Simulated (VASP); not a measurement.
# BaTe: convergence, energy along a vibration (SMASS = -2)

BaTe, Pm-3m (no. 221), atoms displaced along the mode, 2 atoms in the cell. R2SCAN, energy along a line of displacements; PAW potentials Ba_sv, Te (PBE set). VASP 6.6.1.

Wanted: harmonic frequency within 1 %.

Space group without the displacement: Pm-3m (no. 221); Mode: optical mode at Gamma along x.

POSCAR of the starting run:
```
BaTe
1.0
    4.2624660000      0.0000000000      0.0000000000
    0.0000000000      4.2624660000      0.0000000000
    0.0000000000      0.0000000000      4.2624660000
Ba Te
1 1
Direct
   -0.0090396895      0.0000000000      0.0000000000
    0.5097287887      0.5000000000      0.5000000000

    0.0096328423   0.0000000000   0.0000000000
   -0.0103671577   0.0000000000   0.0000000000
```

The series start from k mesh: 4 × 4 × 4; Cutoff (eV): 260; Step along the mode (Å): 0.02; Precision and projection: Accurate, reciprocal space. Each series keeps the choices made before it, and each single choice may use up half of a tolerance.

## k mesh

| k mesh | Harmonic frequency (THz) | Time (s) |
|---|---|---|
| 2 × 2 × 2 | -2.936 | 74 |
| 3 × 3 × 3 | 1.614 | 80 |
| 4 × 4 × 4 | 1.839 | 124 |
| 5 × 5 × 5 | 1.951 | 172 |
| 6 × 6 × 6 (reference) | 1.983 | 273 |

## Cutoff (eV)

| Cutoff (eV) | Harmonic frequency (THz) | Time (s) |
|---|---|---|
| 140 | 2.142 | 108 |
| 170 | 2.01 | 199 |
| 200 | 2.017 | 238 |
| 230 | 1.971 | 271 |
| 260 | 1.983 | 273 |
| 300 (reference) | 1.987 | 276 |

## Precision and projection

| Precision and projection | Harmonic frequency (THz) | Time (s) |
|---|---|---|
| Accurate, reciprocal space | 1.986 | 344 |
| Normal, reciprocal space | 1.996 | 323 |
| Normal, Auto | 1.998 | 328 |

## Question

The rows run from the loosest to the tightest (no order: precision and projection). For each series: choose the loosest value from which every tighter one stays within half of the tolerance; where there is no order, keep the first row unless others stay within half of the tolerance and take at least 30 % less time, and then take the fastest.

## Answer

- k mesh: 6 × 6 × 6, the tightest run, since the next looser one is off by more than half of the tolerance (convergence isn't shown beyond it)
- Cutoff (eV): 260
- Precision and projection: Accurate, reciprocal space

Also changed on the way, by series that aren't shown: Step along the mode (Å): 0.04.

## All choices together

| Input | Harmonic frequency (THz) | Time (s) |
|---|---|---|
| defaults on a coarse mesh (naive) | 2.153 | 6.8 |
| chosen settings | 1.986 | 344 |
| reference settings throughout | 1.988 | 242 |

The chosen settings stay within the tolerance of the reference run, but the reference itself isn't shown to be converged in: k mesh.

## The input

INCAR:
```
METAGGA = R2SCAN
LMIXTAU = T
PREC = Accurate
ENCUT = 260
EDIFF = 1E-7
ALGO = Normal
LREAL = F
LASPH = T
ISMEAR = 0
SIGMA = 0.03
ISYM = 0
LWAVE = F
LCHARG = F
IBRION = 0
SMASS = -2
POTIM = 1
NSW = 9
NELMIN = 4
IWAVPR = 11
KPAR = 2
```

KPOINTS:
```
Automatic mesh
0
Gamma
  6 6 6
  0 0 0
```

POSCAR:
```
BaTe
1.0
    4.2624660000      0.0000000000      0.0000000000
    0.0000000000      4.2624660000      0.0000000000
    0.0000000000      0.0000000000      4.2624660000
Ba Te
1 1
Direct
   -0.0180793789      0.0000000000      0.0000000000
    0.5194575774      0.5000000000      0.5000000000

    0.0192656845   0.0000000000   0.0000000000
   -0.0207343155   0.0000000000   0.0000000000
```

Commands:
```
cat potpaw_PBE.64/Ba_sv/POTCAR potpaw_PBE.64/Te/POTCAR > POTCAR
mpirun -np 2 vasp_std > vasp.out
```

The chosen input took VASP 6.6.1 344 s on 2 cores (Intel Xeon Platinum 8259CL @ 2.50GHz (Skylake/Cascade Lake)), a shared host.

## An input that fails: POTIM multiplies the typed steps tenfold

It runs to its end, but against the unchanged starting input it is off by 1317 % in the harmonic frequency.

Changes against the starting input:
```
- POTIM = 1
+ POTIM = 10
```
